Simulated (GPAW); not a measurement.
Runs of GPAW 26.7.0 on C. It takes space group Fd-3m (No. 227, cubic). Conventional cell: a = 3.567 Å, b = 3.567 Å, c = 3.567 Å, α = 90.00°, β = 90.00°, γ = 90.00°. Around C (site symmetry -43m) lie 4 C at 1.54 Å. This isn't the form of C at room conditions, which is graphite.

```tsv
task	level	potentials or basis	smearing	response ecut	maxiter	response k mesh	response bands	kernels	gap on the mesh (eV)
dielectric tensor	PBE	GPAW PAW data sets (gpaw-data 1.2.1), pw	fermi-dirac 0.001 eV	80 eV	150	32 × 32 × 32	24	["RPA"]	4.17
dielectric tensor	AM05	PAW data sets generated in the run's folder for this functional, pw	fermi-dirac 0.001 eV	80 eV	150	32 × 32 × 32	24	["RPA"]	(a)
dielectric tensor	PBEsol	PAW data sets generated in the run's folder for this functional, pw	fermi-dirac 0.001 eV	80 eV	150	32 × 32 × 32	24	["RPA"]	4.04
single point	PBE	GPAW PAW data sets (gpaw-data 1.2.1), pw	fermi-dirac 0.05 eV	-	120	-	-	-	4.17
dielectric tensor	RPBE	the program's PAW data sets (release 1.2.1) made for this functional, pw	fermi-dirac 0.001 eV	80 eV	150	32 × 32 × 32	24	["RPA"]	4.17
dielectric tensor	LDA	the program's PAW data sets (release 1.2.1) made for this functional, pw	fermi-dirac 0.001 eV	80 eV	150	32 × 32 × 32	24	["RPA"]	4.14
```

Alike in all rows: no spin polarisation; cell as given; k mesh 10 × 10 × 10; cutoff (eV) 650.

Task: Estimate the missing entries.

Result: (a) 4.05.

Caveats: the long-wavelength limit can be off by a per cent or two (some runs).

A k mesh can miss the band edges.
